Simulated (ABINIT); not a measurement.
# CuO (F-43m) in ABINIT: reference runs

How does CuO come out in PBE? The cell is run as given and disturbed.

All numbers are computed with ABINIT 10.8.3 (patched build); they aren't measurements. Logs are shortened: lines on timing, memory, paths and dates and some standing lists are left out, and cuts for length are marked. The log counts tension as positive stress, the text compression.

## 1. The crystal as given

It takes space group F-43m (No. 216, cubic). The conventional cell has a = 4.655 Å, b = 4.655 Å, c = 4.655 Å, α = 90.00°, β = 90.00°, γ = 90.00°. Cu (site symmetry -43m) is surrounded by 4 O at 2.02 Å. Around O (site symmetry -43m) lie 4 Cu at 2.02 Å.

Measurements of this composition are mostly on another form, of space group No. 15.

## 2. Single point, PBE

File run.abi:

```
# Pseudopotentials
pp_dirpath "./"
pseudos "Cu.GGA_PBE-JTH.xml, O.GGA_PBE-JTH.xml"

# Structure
structure "poscar:POSCAR"
natom 2

# Plane-wave basis
ecut 26.0
pawecutdg 48.0
pawxcdev 0

# k points
kptopt 1
ngkpt 10 10 10
nshiftk 1
shiftk 0.0 0.0 0.0

# Exchange and correlation
ixc 11

# Bands and occupations
nband 17
occopt 3
tsmear 0.05 eV

# SCF cycle
nstep 100
tolvrs 1.0e-9

# Output
iomode 3
prtwf 0
prtden 0
prteig 0
prtebands 0
```

File POSCAR:

```
CuO
1.0
    0.0000000000      2.3272527300      2.3272527300
    2.3272527300      0.0000000000      2.3272527300
    2.3272527300      2.3272527300      0.0000000000
Cu O
1 1
Direct
    0.0000000000      0.0000000000      0.0000000000  Cu
    0.2500000000      0.2500000000      0.2500000000  O
```

Potentials or basis: JTH PAW PBE v2.0.

Run with:

```console
> mpirun --bind-to none -np 4 abinit run.abi > log 2>&1
```

run.abo:

```text
.Version 10.8.3 of ABINIT
 Symmetries : space group F-4 3 m (#216); Bravais cF (face-center cubic)
================================================================================
 Values of the parameters that define the memory need of the present run
     intxc =       0    ionmov =       0      iscf =      17    lmnmax =      18
     lnmax =       6     mgfft =      30  mpssoang =       3    mqgrid =    3001
     natom =       2  nloc_mem =       2    nspden =       1   nspinor =       1
    nsppol =       1      nsym =      24    n1xccc =       1    ntypat =       2
    occopt =       3   xclevel =       2
       mpw =        1091          nfft =       27000          nkpt =          47
Pmy_natom=         1
 PAW method is used; the additional fine FFT grid is defined by:
   mgfftf=        40    nfftf =     64000
================================================================================
================================================================================

--------------------------------------------------------------------------------
------------- Echo of variables that govern the present computation ------------
--------------------------------------------------------------------------------
 -outvars: echo values of preprocessed input variables --------
            acell      1.0000000000E+00  1.0000000000E+00  1.0000000000E+00 Bohr
              amu      6.35460000E+01  1.59994000E+01
             ecut      2.60000000E+01 Hartree
              ixc          11
         kptrlatt       10    0    0      0   10    0      0    0   10
          kptrlen      6.21952780E+01
            natom           2
            nband          17
            ngfft          30      30      30
          ngfftdg          40      40      40
             nkpt          47
            nstep         100
             nsym          24
           ntypat           2
           occopt           3
        pawecutdg      4.80000000E+01 Hartree
         pawxcdev           0
           prtden           0
        prtebands           0
           prteig           0
            prtwf           0
            rprim      0.0000000000E+00  4.3978702855E+00  4.3978702855E+00
                       4.3978702855E+00  0.0000000000E+00  4.3978702855E+00
                       4.3978702855E+00  4.3978702855E+00  0.0000000000E+00
          spgroup         216
           tolvrs      1.00000000E-09
           tsmear      1.83746611E-03 Hartree
            typat      1  2
           useylm           1
           xangst      0.0000000000E+00  0.0000000000E+00  0.0000000000E+00
                       1.1636263650E+00  1.1636263650E+00  1.1636263650E+00
            xcart      0.0000000000E+00  0.0000000000E+00  0.0000000000E+00
                       2.1989351427E+00  2.1989351427E+00  2.1989351427E+00
             xred      0.0000000000E+00  0.0000000000E+00  0.0000000000E+00
                       2.5000000000E-01  2.5000000000E-01  2.5000000000E-01
            znucl       29.00000    8.00000

================================================================================

 chkinp: Checking input parameters for consistency.

================================================================================
== DATASET  1 ==================================================================

--- !DatasetInfo
iteration_state: {dtset: 1, }
dimensions: {natom: 2, nkpt: 47, mband: 17, nsppol: 1, nspinor: 1, nspden: 1, mpw: 1091, }
cutoff_energies: {ecut:  26.0, pawecutdg:  48.0, }
electrons: {nelect:   2.50000000E+01, charge:   0.00000000E+00, occopt:   3.00000000E+00, tsmear:   1.83746611E-03, }
meta: {optdriver: 0, ionmov: 0, optcell: 0, iscf: 17, paral_kgb: 0, }
...

 Exchange-correlation functional for the present dataset will be:
  GGA: Perdew-Burke-Ernzerhof functional - ixc=11
  J.P.Perdew, K.Burke, M.Ernzerhof, PRL 77, 3865 (1996)

 Real(R)+Recip(G) space primitive vectors, cartesian coordinates (Bohr,Bohr^-1):
 R(1)=  0.0000000  4.3978703  4.3978703  G(1)= -0.1136914  0.1136914  0.1136914
 R(2)=  4.3978703  0.0000000  4.3978703  G(2)=  0.1136914 -0.1136914  0.1136914
 R(3)=  4.3978703  4.3978703  0.0000000  G(3)=  0.1136914  0.1136914 -0.1136914
 Unit cell volume ucvol=  1.7012073E+02 bohr^3
 Angles (23,13,12)=  6.00000000E+01  6.00000000E+01  6.00000000E+01 degrees

 Coarse grid specifications (used for wave-functions):

 getcut: wavevector=  0.0000  0.0000  0.0000  ngfft=  30  30  30
         ecut(hartree)=     26.000   => boxcut(ratio)=   2.10375

 Fine grid specifications (used for densities):

 getcut: wavevector=  0.0000  0.0000  0.0000  ngfft=  40  40  40
         ecut(hartree)=     48.000   => boxcut(ratio)=   2.06213

--- Pseudopotential description ------------------------------------------------
- pspini: atom type   1  psp file is ./Cu.GGA_PBE-JTH.xml
 Pseudopotential format is: paw10
 basis_size (lnmax)=  6 (lmn_size= 18), orbitals=   0   0   1   1   2   2
 Spheres core radius: rc_sph= 2.00090475
 Shapefunction is SIN type: shapef(r)=[sin(pi*r/rshp)/(pi*r/rshp)]**2
 Radius for shape functions =  1.80603571
 Compensation charge density is not taken into account in XC energy/potential

[... 43 lines left out ...]
  sigma(3 3)=  3.33073148E-04  sigma(2 1)=  0.00000000E+00

--- !ResultsGS
iteration_state: {dtset: 1, }
comment   : Summary of ground state results
lattice_vectors:
- [  0.0000000,   4.3978703,   4.3978703, ]
- [  4.3978703,   0.0000000,   4.3978703, ]
- [  4.3978703,   4.3978703,   0.0000000, ]
lattice_lengths: [   6.21953,    6.21953,    6.21953, ]
lattice_angles: [ 60.000,  60.000,  60.000, ] # degrees, (23, 13, 12)
lattice_volume:   1.7012073E+02
convergence: {deltae: -1.137E-12, res2:  2.145E-10, residm:  2.441E-04, diffor: null, }
etotal    :  -2.14064665E+02
entropy   :   0.00000000E+00
fermie    :   1.12529759E-01
cartesian_stress_tensor: # hartree/bohr^3
- [  3.33073148E-04,   0.00000000E+00,   0.00000000E+00, ]
- [  0.00000000E+00,   3.33073148E-04,   0.00000000E+00, ]
- [  0.00000000E+00,   0.00000000E+00,   3.33073148E-04, ]
pressure_GPa:  -9.7994E+00
xred      :
- [  0.0000E+00,   0.0000E+00,   0.0000E+00, Cu]
- [  2.5000E-01,   2.5000E-01,   2.5000E-01,  O]
cartesian_forces: # hartree/bohr
- [  2.98955651E-31,  -6.57702433E-31,   1.79373391E-31, ]
- [ -2.98955651E-31,   6.57702433E-31,  -1.79373391E-31, ]
force_length_stats: {min:   7.44393568E-31, max:   7.44393568E-31, mean:   7.44393568E-31, }
...

 Integrated electronic density in atomic spheres:
 ------------------------------------------------
 Atom  Sphere_radius  Integrated_density
    1        2.00090         17.22510324
    2        1.41465          4.44480801

================================================================================

 ----iterations are completed or convergence reached----

 Mean square residual over all n,k,spin=   30.668E-08; max=  24.406E-05
 reduced coordinates (array xred) for    2 atoms
       0.000000000000      0.000000000000      0.000000000000
       0.250000000000      0.250000000000      0.250000000000
 rms dE/dt=  3.0058E-30; max dE/dt=  4.2073E-30; dE/dt below (all hartree)
    1       0.000000000000     -0.000000000000      0.000000000000
    2       0.000000000000      0.000000000000      0.000000000000

 cartesian coordinates (angstrom) at end:
    1      0.00000000000000     0.00000000000000     0.00000000000000
    2      1.16362636500000     1.16362636500000     1.16362636500000

 cartesian forces (hartree/bohr) at end:
    1      0.00000000000000    -0.00000000000000     0.00000000000000
    2     -0.00000000000000     0.00000000000000    -0.00000000000000
 frms,max,avg= 4.2977583E-31 6.5770243E-31   0.000E+00  0.000E+00  0.000E+00 h/b

 cartesian forces (eV/Angstrom) at end:
    1      0.00000000000000    -0.00000000000000     0.00000000000000
    2     -0.00000000000000     0.00000000000000    -0.00000000000000
 frms,max,avg= 2.2099962E-29 3.3820419E-29   0.000E+00  0.000E+00  0.000E+00 e/A
 length scales=  1.000000000000  1.000000000000  1.000000000000 bohr
              =  0.529177210544  0.529177210544  0.529177210544 angstroms
 Fermi (or HOMO) energy (hartree) =   0.11253   Average Vxc (hartree)=  -0.37496
 Eigenvalues (hartree) for nkpt=  47  k points:
 kpt#   1, nband= 17, wtk=  0.00100, kpt=  0.0000  0.0000  0.0000 (reduced coord)
  -4.00123   -2.43470   -2.43470   -2.43470   -0.56056   -0.04840   -0.04840   -0.04840
   0.04567    0.04567    0.13902    0.13902    0.13902    0.14349    0.61860    0.61860
   0.61860
      occupation numbers for kpt#   1
   2.00000    2.00000    2.00000    2.00000    2.00000    2.00000    2.00000    2.00000
   2.00000    2.00000    0.00000    0.00000    0.00000    0.00000    0.00000    0.00000
   0.00000
 prteigrs : prtvol=0 or 1, do not print more k-points.

--- !EnergyTerms
iteration_state     : {dtset: 1, }
comment             : Components of total free energy in Hartree
kinetic             :  1.82922919910409E+01
hartree             :  5.92771965107356E+01
xc                  : -5.58513183310891E+00
Ewald energy        : -1.13863729178574E+02
psp_core            :  6.14320708690892E+00
local_psp           : -1.47305857884115E+02
PAW spherical_terms : -3.10217762034717E+01
internal            : -2.14063799510584E+02
'-kT*entropy'       : -8.67061053650097E-04
total_energy        : -2.14064666571638E+02
total_energy_eV     : -5.82499632369798E+03
...

--- !EnergyTermsDC
iteration_state     : {dtset: 1, }
comment             : '"Double-counting" decomposition of free energy'
band_energy         : -2.34054690340016E+01
Ewald energy        : -1.13863729178574E+02
psp_core            :  6.14320708690892E+00
xc_dc               : -5.76350293764060E+01
PAW spherical_terms : -2.53027777611287E+01
internal            : -2.14063798263201E+02
'-kT*entropy'       : -8.67061053650097E-04
total_energy_dc     : -2.14064665324255E+02
total_energy_dc_eV  : -5.82499628975496E+03
...

--- !EnergyTermsWithPAWCore
iteration_state     : {dtset: 1, }
comment             : 'Components of total free energy, including PAW core contributions'
Total energy        : -1.73019996355932E+03
Total energy DC     : -1.73019996231194E+03
Total energy (eV)   : -4.70811394911949E+04
Total energy DC (eV): -4.70811394572519E+04
...

 Cartesian components of stress tensor (hartree/bohr^3)
  sigma(1 1)=  3.33073148E-04  sigma(3 2)=  0.00000000E+00
  sigma(2 2)=  3.33073148E-04  sigma(3 1)=  0.00000000E+00
  sigma(3 3)=  3.33073148E-04  sigma(2 1)=  0.00000000E+00

-Cartesian components of stress tensor (GPa)         [Pressure= -9.7994E+00 GPa]
- sigma(1 1)=  9.79935034E+00  sigma(3 2)=  0.00000000E+00
- sigma(2 2)=  9.79935034E+00  sigma(3 1)=  0.00000000E+00
- sigma(3 3)=  9.79935034E+00  sigma(2 1)=  0.00000000E+00

== END DATASET(S) ==============================================================
================================================================================

 -outvars: echo values of variables after computation  --------
            acell      1.0000000000E+00  1.0000000000E+00  1.0000000000E+00 Bohr
           etotal     -2.1406466532E+02
            fcart      2.9895565126E-31 -6.5770243278E-31  1.7937339076E-31
                      -2.9895565126E-31  6.5770243278E-31 -1.7937339076E-31
            rprim      0.0000000000E+00  4.3978702855E+00  4.3978702855E+00
                       4.3978702855E+00  0.0000000000E+00  4.3978702855E+00
                       4.3978702855E+00  4.3978702855E+00  0.0000000000E+00
           strten      3.3307314825E-04  3.3307314825E-04  3.3307314825E-04
                       0.0000000000E+00  0.0000000000E+00  0.0000000000E+00
           xangst      0.0000000000E+00  0.0000000000E+00  0.0000000000E+00
                       1.1636263650E+00  1.1636263650E+00  1.1636263650E+00
             xred      0.0000000000E+00  0.0000000000E+00  0.0000000000E+00
                       2.5000000000E-01  2.5000000000E-01  2.5000000000E-01
 Calculation completed.
```

Wall time 13 s (4 MPI ranks of Arm Neoverse V1, shared host); peak memory 0.4 GiB.

Results:

| Item | Value |
| --- | --- |
| Free energy | -5824.9963 eV |
| Pressure | -9.8 GPa |
| Band gap on the k mesh | none (metal or under the smearing width) |
| Valence electrons inside the program's atomic spheres | Cu 17.23; O 4.44 |

Caveat: an odd number of electrons without spin polarisation forces a metal; a magnetic or distorted state may lie lower; the run has no spin polarisation, though such a crystal can be magnetic; semilocal functionals often make such compounds metallic where correlation or magnetic order opens a gap, which also shifts bond lengths. With open d or f shells a metallic result of PBE can be an artefact of self-interaction; +U or a hybrid may open a gap.

## 3. Single point, PBE (atoms moved at random, drawn with an rms of 0.05 Å)

File run.abi:

```
pp_dirpath "./"
pseudos "Cu.GGA_PBE-JTH.xml, O.GGA_PBE-JTH.xml"

acell 6.2195277991 6.2195277991 6.2195277991
rprim
     0.0000000000     0.7071067812     0.7071067812
     0.7071067812     0.0000000000     0.7071067812
     0.7071067812     0.7071067812     0.0000000000
ntypat 2
znucl 29 8
natom 2
typat 1 2
xred
     0.0031940000    -0.0004050000     0.0018920000
     0.2405220000     0.2396770000     0.2707110000
chkprim 0
chksymtnons 0
tolsym 1.0e-6

ecut 26.0
pawecutdg 48.0
pawxcdev 0

kptopt 1
ngkpt 10 10 10
nshiftk 1
shiftk 0.0 0.0 0.0

ixc 11

nband 17
occopt 3
tsmear 0.00183747

nstep 100
tolvrs 1.0e-9

iomode 3
prtwf 0
prtden 0
prteig 0
prtebands 0
enunit 1
```

Potentials or basis: JTH PAW PBE v2.0.

Run with:

```console
> mpirun --bind-to none -np 4 abinit run.abi > log 2>&1
```

run.abo:

```text
.Version 10.8.3 of ABINIT
 Symmetries : space group P1 (#  1); Bravais aP (primitive triclinic)
================================================================================
 Values of the parameters that define the memory need of the present run
     intxc =       0    ionmov =       0      iscf =      17    lmnmax =      18
     lnmax =       6     mgfft =      30  mpssoang =       3    mqgrid =    3001
     natom =       2  nloc_mem =       2    nspden =       1   nspinor =       1
    nsppol =       1      nsym =       1    n1xccc =       1    ntypat =       2
    occopt =       3   xclevel =       2
       mpw =        1091          nfft =       27000          nkpt =         504
Pmy_natom=         1
 PAW method is used; the additional fine FFT grid is defined by:
   mgfftf=        40    nfftf =     64000
================================================================================
[... 249 lines left out ...]
  sigma(2 2)=  3.26922927E-04  sigma(3 1)=  1.19046477E-05
  sigma(3 3)=  3.27537376E-04  sigma(2 1)= -1.93089812E-05

-Cartesian components of stress tensor (GPa)         [Pressure= -9.6232E+00 GPa]
- sigma(1 1)=  9.61481007E+00  sigma(3 2)=  3.55391888E-01
- sigma(2 2)=  9.61840460E+00  sigma(3 1)=  3.50246827E-01
- sigma(3 3)=  9.63648231E+00  sigma(2 1)= -5.68089840E-01

== END DATASET(S) ==============================================================
================================================================================

 -outvars: echo values of variables after computation  --------
            acell      6.2195277991E+00  6.2195277991E+00  6.2195277991E+00 Bohr
           etotal     -2.1406451215E+02
            fcart      1.3178158845E-03  1.1522376283E-03 -2.5013768633E-03
                      -1.3178158845E-03 -1.1522376283E-03  2.5013768633E-03
            rprim      0.0000000000E+00  7.0710678120E-01  7.0710678120E-01
                       7.0710678120E-01  0.0000000000E+00  7.0710678120E-01
                       7.0710678120E-01  7.0710678120E-01  0.0000000000E+00
           strten      3.2680075199E-04  3.2692292736E-04  3.2753737629E-04
                       1.2079524754E-05  1.1904647667E-05 -1.9308981191E-05
           xangst      3.4606248073E-03  1.1836407377E-02  6.4907078597E-03
                       1.1878018656E+00  1.1897683941E+00  1.1175444330E+00
             xred      3.1940000000E-03 -4.0500000000E-04  1.8920000000E-03
                       2.4052200000E-01  2.3967700000E-01  2.7071100000E-01
 Calculation completed.
```

It took 96 s on 4 MPI ranks of Arm Neoverse V1, shared host; peak memory 0.64 GiB.

Results:

- Free energy: -5824.9921 eV
- Pressure: -9.6 GPa
- Largest force: 0.157 eV/Å
- Band gap on the k mesh: none (metal or under the smearing width)
- Valence electrons inside the program's atomic spheres: Cu 17.23; O 4.47

Forces in eV/Å, atoms in the order of the input:
```
Cu   0.068  0.059 -0.129
O   -0.068 -0.059  0.129
```

Stress tensor (GPa, compression positive):
```
-9.61  0.57 -0.35
 0.57 -9.62 -0.36
-0.35 -0.36 -9.64
```

Caveat: an odd number of electrons without spin polarisation forces a metal; a magnetic or distorted state may lie lower; the run has no spin polarisation, though such a crystal can be magnetic; semilocal functionals often make such compounds metallic where correlation or magnetic order opens a gap, which also shifts bond lengths.

## 4. Equation of state, PBE

File run.abi:

```
# Datasets: one volume each
ndtset 7
scalecart1 3*0.9795861087
scalecart2 3*0.9864848297
scalecart3 3*0.9932883884
scalecart4 3*1.0000000000
scalecart5 3*1.0066227096
scalecart6 3*1.0131594038
scalecart7 3*1.0196128224

# Pseudopotentials
pp_dirpath "./"
pseudos "Cu.GGA_PBE-JTH.xml, O.GGA_PBE-JTH.xml"

# Structure
acell 3*1.0 Angstrom
rprim
     0.0000000000     2.3272527300     2.3272527300
     2.3272527300     0.0000000000     2.3272527300
     2.3272527300     2.3272527300     0.0000000000
ntypat 2
znucl 29 8
natom 2
typat 1 2
xred
     0.0000000000     0.0000000000     0.0000000000
     0.2500000000     0.2500000000     0.2500000000

# Plane-wave basis
ecut 26.0
pawecutdg 48.0
pawxcdev 0

# k points
kptopt 1
ngkpt 10 10 10
nshiftk 1
shiftk 0.0 0.0 0.0

# Exchange and correlation
ixc 11

# Bands and occupations
nband 17
occopt 3
tsmear 0.00183747

# SCF cycle
nstep 100
tolvrs 1.0e-9

# Output
iomode 3
prtwf 0
prtden 0
prteig 0
prtebands 0
```

Run with:

```console
> mpirun --bind-to none -np 4 abinit run.abi > log 2>&1
```

Run time: 81 s. Hardware: 4 MPI ranks of Arm Neoverse V1, shared host; peak memory 0.52 GiB.

The run converged. Its results:

| Item | Value |
| --- | --- |
| Equilibrium volume | 11.59 Å³/atom (rough: see the caveat) |
| Bulk modulus | 136 GPa (rough) |

Energy against volume, from the lowest point:
```csv
volume (Å³/atom),energy (meV/atom)
11.848,0.00
12.100,6.44
12.353,16.55
12.605,29.87
12.857,46.07
13.109,64.76
13.361,85.77
```

Caveat: pressures at fixed basis lie under the slope of the energies; the minimum lies outside the volumes run; the run has no spin polarisation, though such a crystal can be magnetic.

## 5. Summary

| task | cell | gap on the mesh (eV) | pressure (GPa) |
| --- | --- | --- | --- |
| single point | as given | none | -9.8 |
| single point | atoms moved at random, drawn with an rms of 0.05 Å | none | -9.6 |
| equation of state | as given | - | - |

Alike in all rows: level PBE; potentials or basis JTH PAW PBE v2.0; no spin polarisation; k mesh 10 × 10 × 10; cutoff (eV) 707; smearing fermi-dirac 0.05 eV.

Caveats: the run has no spin polarisation, though such a crystal can be magnetic; an odd number of electrons without spin polarisation forces a metal (some runs); a magnetic or distorted state may lie lower (some runs); semilocal functionals often make such compounds metallic where correlation or magnetic order opens a gap, which also shifts bond lengths (some runs); pressures at fixed basis lie under the slope of the energies (some runs); the minimum lies outside the volumes run (some runs).

Total energies depend on the potentials used, so only differences within one code and one set of settings carry meaning.
